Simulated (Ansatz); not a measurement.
# What a trial cell of K relaxes into

Method: DFT PBE, scalar-relativistic, plane waves, PAW in Ansatz. Cutoff 420 eV, Γ-centred k mesh, Gaussian smearing, no spin polarisation in the final step.

This is the end of a relaxation of cell and atoms.

```yaml
crystal:
  lattice:
    - [4.31121, 0.00000, 0.00000]
    - [0.00000, 4.31121, 0.00000]
    - [0.00000, 0.00000, 4.31121]
  atoms:
    - { symbol: K, position: [0.00000, 0.00000, 0.00000] }
```

Energies count from the standard state of K at the same level.

Task: What space group does it have?

Result: Pm-3m (No. 221). Conventional cell: a = 4.311 Å. Around K lie 6 K at 4.31 Å.

Task: How far above the standard state of K does it lie?

Result: 0.10 eV/atom.

Task: Is it a metal?

Result: Yes, bands cross the Fermi level on the 14×14×14 mesh.

The final run used a 14×14×14 mesh on its 1-atom cell and 0.10 eV smearing. For metals, differences of a few meV/atom aren't resolved. The cell came from a trial start, so K may not exist in this structure.